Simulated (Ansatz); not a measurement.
Molecular dynamics of MgO

input.yaml

```yaml
crystal:
  lattice:
    - [0.0, 3.822, 3.822]
    - [3.822, 0.0, 3.822]
    - [3.822, 3.822, 0.0]
  atoms:
    - { symbol: Mg, position: [-0.00832192, 0.00653221, 0.00534034] }
    - { symbol: O, position: [0.25991229, 0.25698239, 0.21967185] }
    - { symbol: Mg, position: [-0.01512412, 0.01259379, 0.50320751] }
    - { symbol: O, position: [0.26298901, 0.25964524, 0.7407888] }
    - { symbol: Mg, position: [-0.00433893, 0.48243224, 0.00616166] }
    - { symbol: O, position: [0.23424028, 0.75548811, 0.24539783] }
    - { symbol: Mg, position: [0.02227514, 0.48035178, 0.49517636] }
    - { symbol: O, position: [0.23360776, 0.79874129, 0.74594331] }
    - { symbol: Mg, position: [0.51973749, -0.01356185, 0.00042981] }
    - { symbol: O, position: [0.72478328, 0.24698783, 0.27033372] }
    - { symbol: Mg, position: [0.51441461, -0.02419037, 0.50557098] }
    - { symbol: O, position: [0.76043916, 0.26876715, 0.74987548] }
    - { symbol: Mg, position: [0.4832304, 0.51855703, -0.00538051] }
    - { symbol: O, position: [0.74946613, 0.71785814, 0.26873065] }
    - { symbol: Mg, position: [0.49336546, 0.50372699, 0.49934258] }
    - { symbol: O, position: [0.76660455, 0.74651004, 0.74429661] }
basis:
  ecutwfc: 420.0
kpoints:
  mp_grid: { grid: [2, 2, 2] }
hamiltonian:
  xc: lda
scf:
  occupations: { method: fermi_dirac, width: 0.05 }
  lower_state_search: "off"
md:
  timestep: 1
  n_steps: 320
  ensemble: nve
  temperature: 1950.0
  initial_velocities: maxwell_boltzmann
  seed: 396980
```

Run as:

```bash
$ ansatz run input.yaml --threads 1 --pin off --max-ram 3072MiB --backend cpu --events-out ev --progress --plain --runs-dir out
```

It goes on from the last frame of an earlier run, with new velocities.

Output, in part (step lines):

```
md step     0: t =     0.00 fs  T =  1950.0 K  F+E_penalty+E_count = -19672.78328683 eV  E_kin = 3.780855 eV  conserved = -19669.00243186 eV  (7 SCF iters)
md step     1: t =     1.00 fs  T =  1938.0 K  F+E_penalty+E_count = -19672.76001718 eV  E_kin = 3.757672 eV  conserved = -19669.00234556 eV  (7 SCF iters)
md step     2: t =     2.00 fs  T =  1900.3 K  F+E_penalty+E_count = -19672.68655585 eV  E_kin = 3.684451 eV  conserved = -19669.00210524 eV  (7 SCF iters)
md step     3: t =     3.00 fs  T =  1838.6 K  F+E_penalty+E_count = -19672.56668038 eV  E_kin = 3.564940 eV  conserved = -19669.00174040 eV  (7 SCF iters)
md step     4: t =     4.00 fs  T =  1756.2 K  F+E_penalty+E_count = -19672.40631068 eV  E_kin = 3.405032 eV  conserved = -19669.00127869 eV  (7 SCF iters)
md step     5: t =     5.00 fs  T =  1656.8 K  F+E_penalty+E_count = -19672.21307352 eV  E_kin = 3.212328 eV  conserved = -19669.00074505 eV  (4 SCF iters)
md step     6: t =     6.00 fs  T =  1545.1 K  F+E_penalty+E_count = -19671.99589676 eV  E_kin = 2.995736 eV  conserved = -19669.00016103 eV  (3 SCF iters)
md step     7: t =     7.00 fs  T =  1426.1 K  F+E_penalty+E_count = -19671.76463921 eV  E_kin = 2.765094 eV  conserved = -19668.99954475 eV  (3 SCF iters)
[... lines left out ...]
md step   319: t =   319.00 fs  T =  1248.0 K  F+E_penalty+E_count = -19671.41804431 eV  E_kin = 2.419713 eV  conserved = -19668.99833155 eV  (3 SCF iters)
md step   320: t =   320.00 fs  T =  1271.4 K  F+E_penalty+E_count = -19671.46361295 eV  E_kin = 2.465194 eV  conserved = -19668.99841877 eV  (7 SCF iters)
```

The steps, from the saved trajectory:

| time (fs) | T (K) | potential energy less start (eV) | conserved less start (meV/atom) |
| --- | --- | --- | --- |
| 0.0 | 1950 | 0.000 | 0.00 |
| 10.0 | 1080 | 1.692 | 0.29 |
| 20.0 | 1109 | 1.634 | 0.22 |
| 30.0 | 1596 | 0.689 | 0.12 |
| 40.0 | 1449 | 0.975 | 0.24 |
| 50.0 | 1475 | 0.922 | 0.15 |
| 60.0 | 1290 | 1.283 | 0.19 |
| 70.0 | 1275 | 1.312 | 0.24 |
| 80.0 | 1535 | 0.806 | 0.05 |
| 90.0 | 1239 | 1.383 | 0.27 |
| 100.0 | 1582 | 0.715 | 0.13 |
| 110.0 | 1590 | 0.701 | 0.15 |
| 120.0 | 1190 | 1.476 | 0.20 |
| 130.0 | 1055 | 1.740 | 0.27 |
| 140.0 | 1653 | 0.577 | 0.12 |
| 150.0 | 1620 | 0.644 | 0.19 |
| 160.0 | 1299 | 1.265 | 0.21 |
| 170.0 | 1148 | 1.558 | 0.23 |
| 180.0 | 1454 | 0.965 | 0.18 |
| 190.0 | 1507 | 0.860 | 0.13 |
| 200.0 | 1257 | 1.349 | 0.30 |
| 210.0 | 1598 | 0.684 | 0.06 |
| 220.0 | 1260 | 1.342 | 0.28 |
| 230.0 | 1603 | 0.674 | 0.03 |
| 240.0 | 850 | 2.138 | 0.41 |
| 250.0 | 1657 | 0.569 | 0.09 |
| 260.0 | 1704 | 0.479 | 0.17 |
| 270.0 | 1213 | 1.432 | 0.16 |
| 280.0 | 1114 | 1.625 | 0.20 |
| 290.0 | 1585 | 0.708 | 0.06 |
| 300.0 | 1520 | 0.836 | 0.20 |
| 310.0 | 1404 | 1.062 | 0.20 |
| 320.0 | 1271 | 1.320 | 0.25 |

The run went to its last step. The conserved energy stayed within 0.41 meV per atom of its start (net change 0.25 meV per atom), so the integration is sound. A run of 0.32 ps of so small a system gives no equilibrium averages. Limits of this set-up: coarse k mesh.

Mean squared displacements from the first frame to the last, about the centre of mass: Mg 0.02 Å², O 0.04 Å².

Last frame:

```xyz
16
Lattice="0.0000 3.8220 3.8220 3.8220 0.0000 3.8220 3.8220 3.8220 0.0000" Properties=species:S:1:pos:R:3
Mg 0.137 0.083 0.014
O 1.852 1.997 1.927
Mg 1.992 1.850 0.023
O 3.724 3.900 1.708
Mg 1.775 0.010 1.899
O 3.904 1.909 3.806
Mg 3.693 1.950 1.758
O 5.772 3.796 3.768
Mg -0.020 1.971 2.007
O 2.055 3.770 3.890
Mg 1.929 3.840 1.984
O 3.766 5.739 3.763
Mg 2.051 1.831 3.882
O 3.751 3.830 5.711
Mg 3.842 3.681 3.971
O 5.585 5.746 5.624
```

Run time: 18 min on 1 thread of Arm Neoverse N1, with other jobs on the host, peak memory 0.39 GiB.
